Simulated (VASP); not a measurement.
## A VASP 6.6.1 single-point calculation on CdTe

INCAR

```
LREAL = .FALSE.
SIGMA = 0.02
IBRION = -1
ISMEAR = -1
METAGGA = MBJ
ISIF = 2
NBANDS = 16
LASPH = .TRUE.
NSW = 0
ENCUT = 520
LWAVE = .FALSE.
EDIFF = 1E-7
PREC = Accurate
LCHARG = .FALSE.
NELM = 120
```

KPOINTS

```
KPOINTS created by Atomic Simulation Environment
0
Gamma
6 6 6
0 0 0
```

POSCAR

```
Cd Te
 1.0000000000000000
     0.0000000000000000    3.2799551162000000    3.2143560137999998
     3.2799551162000000    0.0000000000000000    3.2143560137999998
     3.2799551162000000    3.2799551162000000    0.0000000000000000
 Cd  Te
   1   1
Cartesian
  0.0000000000000000  0.0000000000000000  0.0000000000000000
  1.6399775581000000  1.6399775581000000  1.6071780069000003
```

The recommended PBE PAW datasets give the neutral cell 18 valence electrons.

Command

```
mpirun -np 1 vasp_std
```

Question: Predict the outcome of this run.

Answer: It converged. Results: gap between bands v and c on the k mesh 1.73 eV; least direct gap on the k mesh 1.73 eV. Band v is the last that the valence electrons fill when counted band by band, and c is the next.

OSZICAR

```
N       E                     dE             d eps       ncg     rms          rms(c)
DAV:   1     0.694641519346E+03    0.69464E+03   -0.81718E+03   968   0.966E+02
DAV:   2     0.595398729605E+03   -0.99243E+02   -0.94595E+02  1144   0.234E+02
DAV:   3     0.592106066102E+03   -0.32927E+01   -0.32882E+01  1144   0.436E+01
DAV:   4     0.592081481399E+03   -0.24585E-01   -0.24582E-01  1320   0.351E+00
DAV:   5     0.592081191541E+03   -0.28986E-03   -0.28985E-03  1192   0.291E-01    0.687E+00
DAV:   6     0.591846157496E+03   -0.23503E+00   -0.78134E+00  1136   0.260E+01    0.987E+00
DAV:   7     0.592446364986E+03    0.60021E+00   -0.76009E-01  1088   0.634E+00    0.676E+00
DAV:   8     0.592595442094E+03    0.14908E+00   -0.11154E-01  1064   0.237E+00    0.450E+00
DAV:   9     0.592887099900E+03    0.29166E+00   -0.30887E-02  1200   0.126E+00    0.272E+00
DAV:  10     0.593086664668E+03    0.19956E+00   -0.26534E-02  1128   0.940E-01    0.174E+00
...
DAV:  51     0.593491855171E+03   -0.13028E-04   -0.75652E-11   488   0.592E-05    0.340E-05
DAV:  52     0.593491849500E+03   -0.56716E-05   -0.54092E-11   504   0.430E-05    0.197E-05
DAV:  53     0.593491848429E+03   -0.10706E-05   -0.42318E-12   488   0.161E-05    0.188E-05
DAV:  54     0.593491846900E+03   -0.15291E-05   -0.23715E-12   504   0.899E-06    0.121E-05
DAV:  55     0.593491845711E+03   -0.11887E-05   -0.21280E-12   504   0.697E-06    0.912E-06
DAV:  56     0.593491845296E+03   -0.41477E-06   -0.76442E-13   488   0.436E-06    0.891E-06
DAV:  57     0.593491844644E+03   -0.65208E-06   -0.23963E-12   504   0.313E-06    0.682E-06
DAV:  58     0.593491844942E+03    0.29810E-06   -0.66415E-13   488   0.422E-06    0.938E-06
DAV:  59     0.593491844994E+03    0.51708E-07   -0.80038E-13   504   0.207E-06
   1 F= 0.59349184E+03 E0= 0.59349184E+03  d E =-.694511E-11
```

Standard output (part)

```
POSCAR found type information on POSCAR CdTe
 POSCAR found :  2 types and       2 ions
 LDA part: xc-table for (None), standard interpolation
 POSCAR, INCAR and KPOINTS ok, starting setup
 WAVECAR not read
 entering main loop
```

The MBJ potential has no energy functional, so only its levels carry meaning.

For comparison, a separate PBE run of the intended cell, on usual settings and not on those above, gives a gap of 0.68 eV on its mesh and a pressure of 2.0 GPa.
